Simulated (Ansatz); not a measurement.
Born–Oppenheimer molecular dynamics of a periodic cell of 16 atoms, WC (start crystal WC, start structure P-6m2, volume 1.05 times the crystal's). It starts from a structure without forces on its atoms.

All numbers below come from DFT PBE, scalar-relativistic, plane waves, PAW (Ansatz 0.2.0). Settings: accuracy low, PAW set soft_1, cutoff 420 eV, k mesh 2x3x3, fermi-dirac smearing 0.36 eV, no spin polarisation.

```json
{"ensemble": "NVT, Langevin thermostat", "time step": "0.75 fs", "steps asked": "170", "set temperature": "4200 K", "friction": "0.02 /fs", "seed": "731671"}
```

First frame:

```xyz
16
Lattice="-2.9390 -5.0905 0.0000 4.4085 -2.5453 0.0000 0.0000 0.0000 5.7524" Properties=species:S:1:pos:R:3
W 0.000 -5.090 0.000
C 1.470 -4.242 1.438
W 0.000 -5.090 2.876
C 1.470 -4.242 4.314
W -1.470 -2.545 0.000
C 0.000 -1.697 1.438
W -1.470 -2.545 2.876
C 0.000 -1.697 4.314
W 1.470 -2.545 0.000
C 2.939 -1.697 1.438
W 1.470 -2.545 2.876
C 2.939 -1.697 4.314
W 0.000 0.000 0.000
C -1.470 -4.242 1.438
W 0.000 0.000 2.876
C -1.470 -4.242 4.314
```

(1) What does the run give?

(2) What happens to the structure?

(3) How do temperature and energy run in time?

Results:

(1) All steps were run.

```yaml
steps_done: 170
time_covered: 127.5 fs
mean_temperature_over_the_second_half: 3597 K
spread_of_the_potential_energy_over_the_second_half: 42.6 meV per atom
mean_potential_energy_of_the_second_half_above_the_start: 430.2 meV per atom
```

The mean temperature of the second half is 14 % below the set value. A run of 0.13 ps of so small a system gives no equilibrium averages. Limits of this set-up: coarse k mesh, low accuracy level.

(2) Mean squared displacements from the first frame to the last, about the centre of mass: W 0.03 Å², C 0.08 Å². This is one draw of velocities; another would differ in detail.

(3) 
```csv
time (fs),T (K),potential energy less start (eV)
0,3938,0.000
10.5,2626,4.200
21,2949,4.880
31.5,2253,5.181
42,1539,6.036
52.5,2958,6.236
63,3530,7.243
73.5,2904,7.491
84,3764,6.761
94.5,3464,6.723
105,3914,5.676
115.5,4127,6.931
126,4083,7.661
```

Run time: 19 min on 2 threads of Arm Neoverse V2 (shared host), peak memory 0.61 GiB.
